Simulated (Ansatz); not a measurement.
**SnTe under changes of volume**

One of the cells (31.281 Å³/atom); the others are scaled copies at fixed shape and fractional positions:

```
Te Sn
1.0
     0.00000    3.15085    3.15085
     3.15085    0.00000    3.15085
     3.15085    3.15085    0.00000
Te Sn
1 1
Direct
  0.50000 0.50000 0.50000
  0.00000 0.00000 0.00000
```

* Program: Ansatz 0.2.0
* Functional: PBEsol
* Potentials or basis: Ansatz PAW earlier set
* Cutoff: 640 eV (not typed: the program's choice for these potentials)
* k mesh: 7 × 7 × 7
* Occupations: fermi-dirac, width 0.05 eV
* Spin: no spin polarisation

```csv
volume (Å³/atom),energy over the lowest point (meV/atom),pressure (GPa)
29.404,?,?
30.030,4.73,1.7
30.656,0.39,0.6
31.281,0.00,-0.4
31.907,3.14,-1.2
32.532,9.44,-2.0
33.158,18.58,-2.7
```

Q: What does the run at 29.404 Å³/atom give?

A: Energy over the lowest point 13.48 meV/atom; pressure 2.8 GPa.

Worked out: A Birch-Murnaghan fit of order 3 (a polynomial in V^(-2/3)) to the other rows has its minimum at 31.03 Å³/atom with B0 = V·E''(V) = 47 GPa and B' = 4.5. It gives 13.49 meV/atom at 29.404 Å³/atom, against the run's 13.48, and -dE/dV = 2.8 GPa, against 2.8.

Energies are extrapolated to zero smearing.

Caveats: the PAW data sets come from PBE, with cores solved anew for the run's functional, which leaves a small shift of forces and pressure.
